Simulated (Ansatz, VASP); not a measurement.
# Two plane-wave programs on P

```
P
1.0
     6.15423    0.00000    0.00000
     0.00000    4.13220    2.85429
     0.00000   -4.13220    2.85429
P
8
Cartesian
  1.3476 2.0388 1.5044
  4.8066 -2.0388 1.5044
  1.3476 -2.0388 1.5044
  4.8066 2.0388 1.5044
  0.0000 2.6966 2.9227
  0.0000 -2.6966 2.9227
  3.0771 -1.0237 1.8852
  3.0771 1.0237 1.8852
```

Alike in both runs: task single point; functional PBE; k mesh 4 × 4 × 4; occupations gaussian, width 0.1 eV; no spin polarisation.

```csv
,VASP,Ansatz
version,VASP 6.6.1,Ansatz 0.2.0
potentials or method,"VASP PAW PBE potentials, release 64 (P)","scalar-relativistic, plane waves, PAW"
plane-wave cutoff (eV),520,420
valence electrons in the cell,40,40
```

Ansatz gave:

| Quantity | Value |
| --- | --- |
| gap on the k mesh at the Fermi level (eV) | none |
| pressure (GPa) | 26.8 |
| largest component of the traceless stress (GPa) | 12.98 |
| rms of the force components (eV/Å) | 1.468 |

Task: Which values does VASP return?

Result: gap on the k mesh at the Fermi level (eV): none; pressure (GPa): 26.3; largest component of the traceless stress (GPa): 12.67; rms of the force components (eV/Å): 1.452.

Atom by atom the forces differ by 0.021 eV/Å (rms over components). A gap of «none» marks a metal or a gap that the smearing closes.

Caveats: so large a pressure means that the cell lies far from this level's equilibrium, or that cutoff or potentials fall short (VASP); forces of over 1 eV/Å show positions far from the minimum, so gaps and moduli don't describe the material at rest.
